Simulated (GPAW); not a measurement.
The system is BaTiO3.

```xyz
5
Lattice="2.8274 1.6324 2.3184 -2.8274 1.6324 2.3184 0.0000 -3.2648 2.3184" Properties=species:S:1:pos:R:3 pbc="T T T"
Ba    0.0000    0.0000    0.0000
Ti    0.0000    0.0000    3.3698
O     1.3885   -0.8017    2.3988
O    -1.3885   -0.8017    2.3988
O     0.0000    1.6033    2.3988
```

Base run:

* Program: GPAW 26.7.0
* Functional: PBEsol
* Potentials or basis: PAW data sets generated in the run's folder for this functional
* Cutoff: 800 eV
* Basis: pw
* k mesh: 5 × 5 × 5
* Occupations: fermi-dirac, width 0.05 eV
* Spin: no spin polarisation
* Hubbard terms: Ti d U = 8 eV

Its results: band gap on the k mesh 3.58 eV, indirect (least direct gap 3.87 eV); pressure 4.9 GPa; largest force 1.994 eV/Å.

The run is repeated on the same cell with these changes: hubbard terms from Ti d U = 8 eV to Ti d U = 3 eV. What comes out?

Band gap on the k mesh 2.84 eV, indirect (least direct gap 3.12 eV); pressure 1.9 GPa; largest force 0.841 eV/Å.

Caveats: spin-orbit coupling is left out, which moves the levels of the heavy elements; the mesh misses the band edges, which the band path finds closer together; forces of over 1 eV/Å show positions far from the minimum, so gaps and moduli don't describe the material at rest (some runs).
